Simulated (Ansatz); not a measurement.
**Molecular dynamics of MgO**

input.yaml

```yaml
crystal:
  lattice:
    - [0.0, 4.4041, 4.4041]
    - [4.4041, 0.0, 4.4041]
    - [4.4041, 4.4041, 0.0]
  atoms:
    - { symbol: Mg, position: [0.01646196, -0.00817347, -0.00964419] }
    - { symbol: O, position: [0.24438877, 0.26793511, 0.25138166] }
    - { symbol: Mg, position: [-0.00918956, -0.00330577, 0.50626382] }
    - { symbol: O, position: [0.24154796, 0.23565269, 0.7516153] }
    - { symbol: Mg, position: [-0.00625878, 0.47626926, 0.02877048] }
    - { symbol: O, position: [0.27884171, 0.75126433, 0.27603878] }
    - { symbol: Mg, position: [-0.0166274, 0.52631684, 0.49534099] }
    - { symbol: O, position: [0.23728535, 0.7386881, 0.77729058] }
    - { symbol: Mg, position: [0.53081241, -0.02512983, 0.0035782] }
    - { symbol: O, position: [0.73706415, 0.28034073, 0.20784279] }
    - { symbol: Mg, position: [0.52923855, 0.02770825, 0.45552567] }
    - { symbol: O, position: [0.71841858, 0.23246639, 0.75017246] }
    - { symbol: Mg, position: [0.49188879, 0.51663865, -0.00446025] }
    - { symbol: O, position: [0.76857544, 0.7479584, 0.24836399] }
    - { symbol: Mg, position: [0.46932729, 0.47055939, 0.55970597] }
    - { symbol: O, position: [0.76528985, 0.77473551, 0.68400134] }
basis:
  ecutwfc: 420.0
kpoints:
  mp_grid: { grid: [2, 2, 2] }
hamiltonian:
  xc: pbe
scf:
  occupations: { method: fermi_dirac, width: 0.05 }
  lower_state_search: "off"
md:
  timestep: 1
  n_steps: 250
  ensemble: nvt_langevin
  temperature: 1560.0
  initial_velocities: maxwell_boltzmann
  seed: 581332
  friction: 0.01
```

Command:

```bash
$ ansatz run input.yaml --threads 1 --pin off --max-ram 3072MiB --backend cpu --events-out ev --progress --plain --runs-dir out
```

It goes on from the last frame of an earlier run, with new velocities.

Output, in part (step lines):

```
md step     0: t =     0.00 fs  T =  1462.5 K  F+E_penalty+E_count = -19950.75011786 eV  E_kin = 3.024684 eV  (6 SCF iters)
md step     1: t =     1.00 fs  T =  1486.9 K  F+E_penalty+E_count = -19950.69220110 eV  E_kin = 3.075161 eV  (6 SCF iters)
md step     2: t =     2.00 fs  T =  1542.9 K  F+E_penalty+E_count = -19950.61901069 eV  E_kin = 3.190898 eV  (6 SCF iters)
md step     3: t =     3.00 fs  T =  1473.7 K  F+E_penalty+E_count = -19950.53169898 eV  E_kin = 3.047866 eV  (6 SCF iters)
md step     4: t =     4.00 fs  T =  1328.0 K  F+E_penalty+E_count = -19950.43455777 eV  E_kin = 2.746483 eV  (6 SCF iters)
md step     5: t =     5.00 fs  T =  1295.7 K  F+E_penalty+E_count = -19950.33408242 eV  E_kin = 2.679655 eV  (5 SCF iters)
md step     6: t =     6.00 fs  T =  1309.1 K  F+E_penalty+E_count = -19950.22840525 eV  E_kin = 2.707378 eV  (4 SCF iters)
md step     7: t =     7.00 fs  T =  1215.1 K  F+E_penalty+E_count = -19950.11706134 eV  E_kin = 2.513003 eV  (4 SCF iters)
[... lines left out ...]
md step   248: t =   248.00 fs  T =  2490.4 K  F+E_penalty+E_count = -19949.81063991 eV  E_kin = 5.150467 eV  (5 SCF iters)
md step   249: t =   249.00 fs  T =  2375.3 K  F+E_penalty+E_count = -19949.80377745 eV  E_kin = 4.912570 eV  (4 SCF iters)
md step   250: t =   250.00 fs  T =  2232.8 K  F+E_penalty+E_count = -19949.78466545 eV  E_kin = 4.617807 eV  (6 SCF iters)
```

The steps, from the saved trajectory:

| time (fs) | T (K) | potential energy less start (eV) |
| --- | --- | --- |
| 0.0 | 1462 | 0.000 |
| 8.0 | 1062 | 0.743 |
| 16.0 | 967 | 1.265 |
| 24.0 | 1399 | 0.972 |
| 32.0 | 1717 | 0.638 |
| 40.0 | 1506 | 1.595 |
| 48.0 | 1254 | 2.382 |
| 56.0 | 1396 | 1.729 |
| 64.0 | 1482 | 0.978 |
| 72.0 | 1661 | 0.895 |
| 80.0 | 1449 | 1.321 |
| 88.0 | 1430 | 1.454 |
| 96.0 | 1647 | 0.935 |
| 104.0 | 1989 | 0.537 |
| 112.0 | 1714 | 0.900 |
| 120.0 | 1400 | 1.489 |
| 128.0 | 1101 | 1.949 |
| 136.0 | 1051 | 2.080 |
| 144.0 | 1636 | 1.754 |
| 152.0 | 1646 | 1.640 |
| 160.0 | 2013 | 1.440 |
| 168.0 | 2071 | 0.868 |
| 176.0 | 1844 | 0.914 |
| 184.0 | 1913 | 0.967 |
| 192.0 | 1531 | 1.675 |
| 200.0 | 1419 | 2.330 |
| 208.0 | 1770 | 2.054 |
| 216.0 | 1754 | 2.284 |
| 224.0 | 1793 | 2.664 |
| 232.0 | 1708 | 2.793 |
| 240.0 | 2242 | 1.761 |
| 248.0 | 2490 | 0.939 |

The run went to its last step. The mean temperature of the second half is 13 % above the set value. A run of 0.25 ps of so small a system gives no equilibrium averages. Limits of this set-up: coarse k mesh.

Mean squared displacements from the first frame to the last, about the centre of mass: Mg 0.05 Å², O 0.09 Å².

Last frame:

```xyz
16
Lattice="0.0000 4.4041 4.4041 4.4041 0.0000 4.4041 4.4041 4.4041 0.0000" Properties=species:S:1:pos:R:3
Mg 0.255 0.416 -0.146
O 2.938 2.739 1.866
Mg 2.734 2.292 -0.104
O 5.087 4.846 1.843
Mg 2.437 0.145 1.904
O 4.890 2.380 4.436
Mg 4.924 2.304 2.040
O 6.979 4.478 4.072
Mg 0.387 2.469 2.076
O 2.803 4.417 4.276
Mg 2.765 4.678 2.030
O 4.823 6.588 4.236
Mg 2.651 2.412 4.188
O 4.732 4.552 6.473
Mg 4.843 4.541 4.238
O 7.177 6.590 6.550
```

The run took 13 min on 1 thread of Arm Neoverse V2, with other jobs on the host, peak memory 0.54 GiB.
